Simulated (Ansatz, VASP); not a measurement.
Given: the input of a run of VASP 6.6.1 on KBr.

INCAR

```
PREC = Accurate ; ENCUT = 520
EDIFF = 1E-6 ; ISMEAR = -1
SIGMA = 0.05 ; LREAL = False
LASPH = True ; NELM = 100
ALGO = Normal ; ISIF = 2
LWAVE = False ; LCHARG = True
GGA = PS ; LELF = True
LVHAR = True ; NBANDS = 15
```

File KPOINTS:

```
regular mesh
0
Gamma
  7 7 7
```

The input POSCAR:

```
KBr
1.0
    0.0000000000      3.2778516817      3.2778516817
    3.2778516817      0.0000000000      3.2778516817
    3.2778516817      3.2778516817      0.0000000000
Br K
1 1
Direct
    0.5000000000      0.5000000000      0.5000000000
    0.0000000000      0.0000000000      0.0000000000
```

Potentials or basis: VASP PAW PBE potentials, release 64 (Br, K_sv).

Launch:

```bash
$ cat potpaw_PBE.64/Br/POTCAR potpaw_PBE.64/K_sv/POTCAR > POTCAR
$ mpirun -np 1 vasp_std > vasp.out
```

Set up the same calculation for Ansatz 0.2.0. Potentials there: Ansatz PAW.

As run (the cutoff follows the program's own potentials):

Contents of input.yaml:

```yaml
crystal:
  lattice:
    - [0.0, 3.2778516817, 3.2778516817]
    - [3.2778516817, 0.0, 3.2778516817]
    - [3.2778516817, 3.2778516817, 0.0]
  atoms:
    - { symbol: Br, position: [0.5, 0.5, 0.5] }
    - { symbol: K, position: [0.0, 0.0, 0.0] }
hamiltonian:
  xc: pbesol
  pseudopotentials: { kind: paw }
kpoints:
  mp_grid: { grid: [7, 7, 7] }
scf:
  occupations: { method: fermi_dirac, width: 0.05 }
output:
  forces: true
  stress: true
  eigenvalues: true
```

Potentials or basis: Ansatz PAW.

Command:

```bash
$ ansatz run input.yaml --threads 1 --pin off --max-ram 3584MiB --backend cpu --events-out ev --progress --plain --runs-dir out
```

Both were run:

|  | VASP | Ansatz | Ansatz less VASP |
| --- | --- | --- | --- |
| gap on the k mesh at the Fermi level (eV) | 4.33 | 4.33 | +0.003 |
| least direct gap on the mesh (eV) | 4.33 | 4.33 | +0.003 |
| pressure (GPa) | 0.0 | 0.0 | -0.05 |

Caveats: the PAW data sets were made with another functional, which shifts forces and pressure a little (VASP); odd divisions of the mesh miss points on the zone boundary, where band edges often lie, so the gap on the mesh can be too wide (Ansatz); the PAW data sets come from PBE, with cores solved anew for the run's functional, which leaves a small shift of forces and pressure (Ansatz). Expect the measured gap to be larger: semilocal functionals such as PBEsol lack the derivative discontinuity.
